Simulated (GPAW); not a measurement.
Crystal: CoO.

```
Co O
1.0
     0.00000    2.13150    2.13150
     2.13150    0.00000    2.13150
     2.13150    2.13150    0.00000
Co O
1 1
Cartesian
  0.0000 0.0000 0.0000
  2.1315 2.1315 2.1315
```

* Program: GPAW 26.7.0
* Task: relaxation of cell and atoms
* Functional: PBEsol
* Dispersion: D4
* Potentials or basis: PAW data sets generated in the run's folder for this functional
* Cutoff: 800 eV
* Basis: pw
* k mesh: 11 × 11 × 11
* Occupations: fermi-dirac, width 0.05 eV
* Spin: collinear spin, ferromagnetic start
* Starting moments: [2.0, 0.0] μB

At the start: pressure -11.8 GPa; volume 9.68 Å³/atom.

Q: Where does the relaxation end?

A: Over 12 steps the energy falls by 23.6 meV/atom and the volume is 9.03 Å³/atom (-6.8 %); space group Fm-3m (No. 225, to 0.05 Å); moment 2.78 μB per cell.

The path:
```csv
step,energy change (eV),largest force (eV/Å),pressure (GPa),volume (Å³)
1,0.0000,0.0000,-11.85,19.37
2,-0.0137,0.0000,-10.18,19.16
3,-0.0331,0.0000,-6.99,18.78
4,-0.0463,0.0000,-2.39,18.30
5,-0.0433,0.0000,3.03,17.79
6,-0.0435,0.0000,2.82,17.81
7,-0.0440,0.0000,2.53,17.83
8,-0.0447,0.0000,2.19,17.86
9,-0.0454,0.0000,1.79,17.90
10,-0.0462,0.0000,1.32,17.94
11,-0.0467,0.0000,0.79,18.00
12,-0.0472,0.0000,0.22,18.05
```

Final structure:
```
CELL_PARAMETERS angstrom
0.00007 2.08206 2.08206
2.08206 0.00007 2.08206
2.08206 2.08206 0.00007
ATOMIC_POSITIONS crystal
Co 0.00000 0.00000 0.00000
O 0.50000 0.50000 0.50000
```

Caveat: each step starts from the last one's moments, so a moment once lost doesn't come back; later steps reuse the first step's grids; a cell with one magnetic atom can't hold antiferromagnetic order, which such compounds often take; pairwise dispersion overbinds metals, which lowers pressure and volume.
